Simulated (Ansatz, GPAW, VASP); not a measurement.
Hf: programs and potentials compared

```xyz
2
Lattice="3.1967 0.0000 0.0000 -1.5983 2.7684 0.0000 0.0000 0.0000 5.0578" Properties=species:S:1:pos:R:3 pbc="T T T"
Hf    1.5984    0.9228    3.7934
Hf    0.0000    1.8456    1.2645
```

Alike in all runs: task band structure; functional BLYP; k mesh 10 × 10 × 5; occupations fermi-dirac, width 0.05 eV; no spin polarisation; no spin-orbit coupling. Pressure is positive in compression and, in plane waves, holds the error of the finite cutoff, which Ansatz's Pulay term estimates and takes out.

| program and potentials | plane-wave cutoff (eV) | notes | pressure (GPa) |
| --- | --- | --- | --- |
| Ansatz, Ansatz PAW | 420 | potentials made for PBE, which Ansatz adapts in part; 26 valence electrons an atom on average; Pulay term of +0.03 GPa included | 3.36 |
| VASP, PBE PAW files Hf_pv, 520 eV | 520 | potentials made for PBE; 10 valence electrons an atom on average | 3.39 |
| Ansatz, all-electron LAPW, scalar-relativistic | - | - | 3.40 |
| GPAW, PAW data sets generated for this functional | 600 | 12 valence electrons an atom on average | 3.53 |

The pressure spans 3.36 (Ansatz, Ansatz PAW) to 3.53 GPa (GPAW, PAW data sets generated for this functional), with all-electron results at 3.40. Some sets were made for another functional than the one run, which can shift their rows.

Differences between rows come from potentials, basis sets and numerical settings, since the functional is the same but for its coding. Runs on potential files found faulty are left out.

All four runs put hafnium under compression at this cell, so BLYP would expand the metal, and the all-electron value of 3.40 GPa shows that this isn't an artefact of the potentials. The likely reason lies in the functional: LYP correlation doesn't recover the uniform electron gas, a limit that matters for delocalised metallic electrons, and BLYP typically binds transition metals too weakly. Since the pressure is small beside the stiffness of hafnium, the expansion should be modest.

The pressure doesn't follow the number of valence electrons. The sets with 10 and 26 electrons lie close to the all-electron result on the same side, while the one with 12 gives the highest value. This suggests that explicit treatment of the filled 4f shell matters little here, as expected for a compact shell that takes almost no part in the 5d–6s bonding. Nor does generating the data sets for BLYP guarantee the closest match, as the GPAW row shows. A single pressure leaves open how the expansion would divide between the a and c axes.
